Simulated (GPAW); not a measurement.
Runs of GPAW 26.7.0 on AgBr. Symmetry: Fm-3m, No. 225, cubic system. Conventional cell: a = 5.740 Å, b = 5.740 Å, c = 5.740 Å, α = 90.00°, β = 90.00°, γ = 90.00°. Ag (site symmetry m-3m) has 6 Br at 2.87 Å as nearest neighbours. Br (site symmetry m-3m) is surrounded by 6 Ag at 2.87 Å. 

| task | level | potentials or basis | cell | smearing | band path | band points | optimizer | fmax | max steps | gap on the mesh (eV) | pressure (GPa) | relaxed volume (Å³/atom) |
| --- | --- | --- | --- | --- | --- | --- | --- | --- | --- | --- | --- | --- |
| band structure | PBEsol | PAW data sets generated in the run's folder for this functional, pw | as given | fermi-dirac 0.05 eV | GXWKGLUWLK,UX | 80 | - | - | - | 0.49 | -1.4 | - |
| band structure | RPBE | the program's PAW data sets (release 1.2.1) made for this functional, pw | as given | fermi-dirac 0.05 eV | GXWKGLUWLK,UX | 100 | - | - | - | (c) | 5.3 | - |
| relaxation of cell and atoms | PBEsol | PAW data sets generated in the run's folder for this functional, pw | relaxed | fermi-dirac 0.05 eV | - | - | LBFGS | 0.02 eV/Å | 60 | (b) | 0.1 | 22.91 |
| band structure | revPBE | the program's PAW data sets (release 1.2.1) made for this functional, pw | as given | fermi-dirac 0.05 eV | GXWKGLUWLK,UX | 60 | - | - | - | 0.78 | (a) | - |
| band structure | LDA | the program's PAW data sets (release 1.2.1) made for this functional, pw | as given | fermi-dirac 0.05 eV | GXWKGLUWLK,UX | 60 | - | - | - | 0.37 | -4.0 | - |
| single point | LDA | the program's PAW data sets (release 1.2.1) made for this functional, pw | as given | gaussian 0.02 eV | - | - | - | - | - | 0.37 | -4.0 | - |
| relaxation of cell and atoms | RPBE | the program's PAW data sets (release 1.2.1) made for this functional, pw | relaxed to -1 GPa | fermi-dirac 0.05 eV | - | - | BFGS | 0.05 eV/Å | 40 | 0.93 | -0.8 | - |
| relaxation of cell and atoms | LDA | the program's PAW data sets (release 1.2.1) made for this functional, pw | relaxed | fermi-dirac 0.05 eV | - | - | BFGS | 0.05 eV/Å | 40 | 0.37 | -0.1 | 21.90 |

Alike in all rows: no spin polarisation; k mesh 8 × 8 × 8; cutoff (eV) 600.

Q: Fill in the values left out.

A: (a) 4.5; (b) 0.48; (c) 0.83.

Caveats: later steps reuse the first step's grids (some runs); the volume moved by over 15 % at a fixed basis, so the end points are rough (some runs).

A k mesh can miss the band edges, and the runs leave out spin-orbit coupling on Ag, Br.

Runs at the PBE level aren't shown here.
